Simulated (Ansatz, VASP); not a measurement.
# Nb in VASP and in Ansatz

File INCAR:

```
PREC = Accurate
ENCUT = 520
EDIFF = 1E-6
ISMEAR = -1
SIGMA = 0.08
LREAL = False
LASPH = True
NELM = 150
ALGO = Normal
ISIF = 2
LWAVE = False
LCHARG = True
MAGMOM = 0 0 0
LORBIT = 11
LSORBIT = True
GGA_COMPAT = False
LORBMOM = True
LMAXMIX = 4
GGA = PE
LVHAR = True
NBANDS = 24
```

KPOINTS

```
Automatic mesh
0
Gamma
  16 16 16
```

POSCAR

```
Nb
1.0
   -1.6549121188      1.6549121188      1.6549121188
    1.6549121188     -1.6549121188      1.6549121188
    1.6549121188      1.6549121188     -1.6549121188
Nb
1
Direct
    0.0000000000      0.0000000000      0.0000000000
```

Input for Ansatz:

```yaml
crystal:
  lattice:
    - [-1.6549121188, 1.6549121188, 1.6549121188]
    - [1.6549121188, -1.6549121188, 1.6549121188]
    - [1.6549121188, 1.6549121188, -1.6549121188]
  atoms:
    - { symbol: Nb, position: [0.0, 0.0, 0.0] }
kpoints:
  mp_grid: { grid: [16, 16, 16] }
  band_path:
    path:
      - [0.0, 0.0, 0.0]
      - [0.5, -0.5, 0.5]
      - [0.0, 0.0, 0.5]
      - [0.0, 0.0, 0.0]
      - [0.25, 0.25, 0.25]
      - [0.5, -0.5, 0.5]
      - [0.25, 0.25, 0.25]
      - [0.0, 0.0, 0.5]
    npoints: 5
scf:
  occupations: { method: fermi_dirac, width: 0.08 }
hamiltonian:
  xc: pbe
  pseudopotentials: { kind: all_electron, lapw: { basis_error: 0.001 } }
output:
  forces: true
  stress: true
  eigenvalues: true
magnetization:
  noncollinear: true
  spin_orbit: true
```

Alike in both runs: task single point; functional PBE; k mesh 16 × 16 × 16; occupations fermi-dirac, width 0.08 eV; non-collinear spin, spin-orbit coupling.

|  | VASP | Ansatz |
| --- | --- | --- |
| version | VASP 6.6.1 | Ansatz 0.2.0 |
| potentials or method | VASP PAW PBE potentials, release 64 (Nb_sv) | all-electron LAPW |
| plane-wave cutoff (eV) | 520 | see its input |

Ansatz gave:

```
pressure (GPa)           : 0.0
net moment per atom (μB) : 0.00
```

**Question.** Which values does VASP return?

**Answer.** Pressure (GPa): -0.3; net moment per atom (μB): 0.00.

Ansatz ran all-electron here, so the differences hold the error of VASP's frozen core and of both bases.
